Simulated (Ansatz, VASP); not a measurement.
# One calculation of Sb, two programs

```xyz
1
Lattice="0.0000 2.2589 2.3050 2.2589 0.0000 2.3050 2.2589 2.2589 0.0000" Properties=species:S:1:pos:R:3 pbc="T T T"
Sb    0.0000    0.0000    0.0000
```

Change from the starting cell: equal xx and yy strain of -2 %.

Alike in both runs: task single point; functional PBE; k mesh 12 × 12 × 12; occupations fermi-dirac, width 0.05 eV; no spin polarisation.

```csv
,VASP,Ansatz
version,VASP 6.6.1,Ansatz 0.2.0
potentials or method,"VASP PAW PBE potentials, release 64 (Sb), cutoff 520 eV","all-electron LAPW, scalar-relativistic"
```

```tsv
	VASP	Ansatz	Ansatz less VASP
pressure (GPa)	12.9	13.0	+0.12
largest component of the traceless stress (GPa)	0.04	0.07	+0.025
```

Ansatz ran all-electron here, so the differences hold the error of VASP's frozen core and of both bases.

Spin-orbit coupling is left out, which matters for the levels of Sb.
